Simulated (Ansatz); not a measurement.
Crystal: NaCl.

```xyz
2
Lattice="3.5022 0.0000 0.0000 0.0000 3.5022 0.0000 0.0000 0.0000 3.5022" Properties=species:S:1:pos:R:3 pbc="T T T"
Cl    1.7511    1.7511    1.7511
Na    0.0000    0.0000    0.0000
```

Measurements of this composition are mostly on another form, of space group No. 225.

- Program: Ansatz 0.2.0
- Task: relaxation of cell and atoms
- Functional: RPBE
- Potentials or basis: Ansatz PAW
- Cutoff: 420 eV (not typed: the program's choice for these potentials)
- k mesh: 8 × 8 × 8
- Occupations: fermi-dirac, width 0.05 eV
- Spin: no spin polarisation

At the start: volume 21.48 Å³/atom.

Question: Where does the relaxation end?

Answer: It ends after 5 steps and the volume is 23.16 Å³/atom (+7.8 %); space group Pm-3m (No. 221, to 0.05 Å).

The path:
```csv
step,energy change (eV),largest force (eV/Å),volume (Å³)
1,0.0000,0.0000,42.96
2,-0.0153,0.0000,44.81
3,-0.0188,0.0000,46.15
4,-0.0188,0.0000,46.33
5,-0.0189,0.0000,46.33
```

Final structure:
```
Cl Na
1.0
     3.59151    0.00000    0.00000
     0.00000    3.59151    0.00000
     0.00000    0.00000    3.59151
Cl Na
1 1
Direct
  0.50000 0.50000 0.50000
  0.00000 0.00000 0.00000
```

Caveat: the plane-wave basis is chosen anew once the cell has moved, so the energies of steps on either side of that aren't comparable; the PAW data sets come from PBE, with cores solved anew for the run's functional, which leaves a small shift of forces and pressure.
